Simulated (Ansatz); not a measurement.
Theory: DFT PBE, scalar-relativistic, plane waves, PAW in Ansatz 0.2.0. All cells share a 420 eV cutoff and Γ-centred k meshes spaced at most about 0.3 Å⁻¹ (about 0.25 or finer for metals, 2π included). Collinear spin in cells that started with moments and kept them past the coarse steps, no spin elsewhere.

These are static total energies at zero pressure.

Two relaxed structures of CoSi:

A. (no spin)

```
Co Si
1.0
     3.64471    0.00000    0.00000
     0.00000    3.64471    0.00000
     0.00000    0.00000    3.27883
Co Si
2 2
Direct
  0.50000 0.00000 0.94472
  0.00000 0.50000 0.05528
  0.00000 0.00000 0.50000
  0.50000 0.50000 0.50000
```

B. (site moments Co 0.6 μB)

```
Co Si
1.0
     2.78541    0.00000    0.00000
     0.00000    2.78541    0.00000
     0.00000    0.00000    2.78541
Co Si
1 1
Direct
  0.00000 0.00000 0.00000
  0.50000 0.50000 0.50000
```

**Question.** Which form is favoured at zero pressure, and by what margin per atom?

**Answer.** They are level within the accuracy (5 meV/atom apart, with A the lower in these runs). A has Co and Si ordered on fcc sites, space group P4/nmm (No. 129), 10.9 Å³/atom and no gap on its mesh; B has the caesium chloride type, space group Pm-3m (No. 221), 10.8 Å³/atom and no gap. Counting Si atoms around Co (those within 1.25 times the shortest such distance or 1.15 times the sum of covalent radii, 1.27 where that leaves under three; a plus sign parts nearer from farther groups), A has Co 4+4 and B has Co 8. Their magnetic states differ too. In A, Co is surrounded by 4 Si at 2.33 Å, 4 Si at 2.58 Å and 4 Co at 2.60 Å; Si has 4 Co at 2.33 Å, 4 Co at 2.58 Å and 4 Si at 2.58 Å. In B, Co is surrounded by 8 Si at 2.41 Å and 6 Co at 2.79 Å; Si is surrounded by 8 Co at 2.41 Å and 6 Si at 2.79 Å. Origin: A was invented; B is a Materials Project cell, relaxed. A third cell relaxed alike, in P2_13 (a cell as deposited in COD), lies 201 meV/atom below the lower of the two.

The k mesh leaves some 4 meV/atom of noise in the energy of each metallic cell. The magnetic state reached may not be the lowest. Trial moments died out on the coarse mesh in P4/nmm; another magnetic start might hold. Cells relaxed within their symmetry can be saddle points. Some candidate types were left out of the draw beforehand, so a known form may be missing.
